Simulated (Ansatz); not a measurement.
TaN under strain: 14N nuclear quadrupole resonance

Cell: a COD entry, relaxed with PBE at fixed cell and then changed (z stretched by 2 %, ions relaxed).

```
CELL_PARAMETERS angstrom
5.19600 0.00000 0.00000
-2.59800 4.49987 0.00000
0.00000 0.00000 2.96922
ATOMIC_POSITIONS crystal
Ta 0.33333 0.66667 0.50000
Ta 0.66667 0.33333 0.50000
Ta 0.00000 0.00000 0.00000
N 0.39318 0.00000 0.00000
N 0.60682 0.60682 0.00000
N 0.00000 0.39318 0.00000
```

Atoms are numbered from 1 in the order listed; like atoms form one site, named after its first atom.

All values are calculated (Ansatz; DFT, PBE, plane waves and PAW, scalar-relativistic, collinear spin, 420 eV cutoff, Γ-centred 10×10×16 k-points, Fermi–Dirac smearing 0.05 eV), not measured. Start moments as typed (μB): 2 on each Ta, none on the rest.

14N: I = 1, Q = 20.44 mb (year-2017 value). Static lattice, zero field.

Problem. The simulated lines lie at 0.228, 0.482, 0.710 MHz. What are |C_Q|, η and |V_zz| at N?

Solution. For I = 1 the lines are ν± = (3/4)|C_Q|(1 ± η/3) and ν₀ = |C_Q|η/2. Here |C_Q| = 0.795 MHz, η = 0.57 and |V_zz| = 1.61 × 10²¹ V/m². The calculation gives V_zz negative; the lines don't show the sign. The site has 5 Ta at 2.04–2.18 Å.

At N V_zz points along its shortest bond, to Ta (within 1°).

The run finds no gap above 0.1 eV (a metal, or nearly one), so the gradients can move by 10 % or more with the k-mesh. Without spin–orbit coupling the gradients at and beside Ta can be off by some per cent, at some sites by more. The start moments die out, and the run ends without spin.
